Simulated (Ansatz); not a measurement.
TiTe$_{2}$: from a first guess to the relaxed fluorite type

First guess:

```xyz
3
Lattice="0.0000 3.2171 3.2171 3.2171 0.0000 3.2171 3.2171 3.2171 0.0000" Properties=species:S:1:pos:R:3 pbc="T T T"
Ti    0.0000    0.0000    0.0000
Te    1.6086    1.6086    1.6086
Te    4.8257    4.8257    4.8257
```

All numbers below come from DFT, PBE, PAW with Ansatz's default frozen-core files, scalar-relativistic (Ansatz 0.2.0).

Cell and atoms relax within the symmetry of the start on a 10×10×10 k mesh with 0.03 eV Fermi–Dirac smearing.

The start is built from a prototype, known or not as a phase of this compound; the cutoff is 420 eV.

No spin–orbit coupling, which matters for the heavy atoms here.

(1) What is the pressure of the first guess?

(2) What does it relax to?

(3) How much energy does the relaxation release?

Answers

(1) 19.56 GPa.

(2) a = 6.884 Å, b = 6.884 Å, c = 6.884 Å, α = 90.00°, β = 90.00°, γ = 90.00° (conventional cell), 27.19 Å³ per atom:
```xyz
3
Lattice="0.0000 3.4421 3.4421 3.4421 0.0000 3.4421 3.4421 3.4421 0.0000" Properties=species:S:1:pos:R:3 pbc="T T T"
Ti    0.0000    0.0000    0.0000
Te    1.7210    1.7210    1.7210
Te    5.1631    5.1631    5.1631
```

(3) 257 meV/atom.
